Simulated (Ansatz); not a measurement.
CuI (started from an entry of an open crystallographic database), relaxed with r2SCAN, was run in Ansatz under altered settings. All numbers are computed, without spin polarisation but where a row says otherwise.

```yaml
crystal:
  lattice:
    - [0.00000, 3.01204, 3.01204]
    - [3.01204, 0.00000, 3.01204]
    - [3.01204, 3.01204, 0.00000]
  atoms:
    - { symbol: Cu, position: [0.25000, 0.25000, 0.25000] }
    - { symbol: I, position: [0.00000, 0.00000, 0.00000] }
```

The base run's other keys:
```yaml
kpoints:
  mp_grid: { grid: [6, 6, 6] }
hamiltonian:
  xc: pbe
scf:
  occupations: { method: fixed }
  n_extra_bands: 4
```

It takes 6 iterations with 1067 plane waves at 420 eV and 16 k points, and leaves a mean stress of +1.16 GPa. The gap over this mesh is 1.172 eV. It ran on 4 threads of Arm Neoverse N1, with other jobs on the host.

Outcomes, with energy and stress as changes against the base:
```tsv
setting	outcome	ΔF (meV/atom)	Δ mean stress (GPa)	gap on the mesh (eV)	iterations	wall time
scf.mixing.ndim: 30	converged	0.0	0.00	1.172	6	1.2 s
kpoints.mp_grid.grid: [5, 5, 5]	converged	+3.3	+0.05	1.171	6	0.99 s
scf.occupations: methfessel_paxton 0.05	converged	0.0	0.00	1.172	6	1.2 s
hamiltonian.xc: pbesol	converged	–	-3.01	1.056	6	1.3 s
scf.mixing.ndim: 1	not converged	–	–	–	72	6 s
scf.occupations: cold 0.001	converged	0.0	0.00	1.172	6	1.3 s
scf.occupations: cold 0.05	converged	0.0	0.00	1.172	6	1.3 s
accuracy: low	converged	0.0	0.00	1.172	6	1.2 s
hamiltonian.xc: mr2scan (cutoff then 500 eV)	converged	–	-1.17	1.666	8	3.4 s
accuracy: high	converged	0.0	0.00	1.172	9	1.5 s
scf.mixing.preconditioner: none	converged	0.0	0.00	1.172	6	1.2 s
basis.ecutwfc: 900	converged	-2.6	0.00	1.173	6	2.5 s
basis.ecutwfc: 0	refused	–	–	–	–	0.08 s
```
A dash marks a value that wasn't obtained or can't be compared. Stress is positive in compression. The base took 1.7 s.

- kpoints.mp_grid.grid: [5, 5, 5]. The free energy moves by +3.3 meV an atom, the mean stress by +0.05 GPa and the gap on the mesh by -0.001 eV (to 1.171). The mesh is too coarse.
- hamiltonian.xc: pbesol. The mean stress moves by -3.01 GPa and the gap on the mesh by -0.116 eV (to 1.056). It's another functional on the same cell, so totals aren't comparable.
- scf.mixing.ndim: 1. No converged result was reached. It stopped after 72 iterations; the base needs 6. Nothing that it printed is a property of the solid. Error: did not converge after 72 iterations: dr2 = 5.09e-5 (threshold 1.00e-7), under the density mixer `msr1`, which `scf.mixing.algorithm: auto` chose by the deck's other keys (type `scf.mixing.algorithm: msr1` to keep it) […]
- hamiltonian.xc: mr2scan. The cutoff follows the functional, from 420 to 500 eV. The mean stress moves by -1.17 GPa and the gap on the mesh by +0.494 eV (to 1.666). It's another functional on the same cell, so totals aren't comparable.
- basis.ecutwfc: 900. 3383 plane waves in place of 1067. The free energy moves by -2.6 meV an atom, the mean stress by 0.00 GPa and the gap on the mesh by +0.001 eV (to 1.173). The base cutoff was converged to that degree.
- basis.ecutwfc: 0. The input is refused before any iteration. Error: invalid value for `basis.ecutwfc`: must be finite and > 0; got 0 eV

Within 1 meV an atom, 0.1 GPa and 0.005 eV of the base stay: scf.mixing.ndim: 30; scf.occupations: methfessel_paxton 0.05; scf.occupations: cold 0.001; scf.occupations: cold 0.05; accuracy: low; accuracy: high; scf.mixing.preconditioner: none.

Spin-orbit coupling is left out, which matters wherever the heavy atoms make up the band edges.
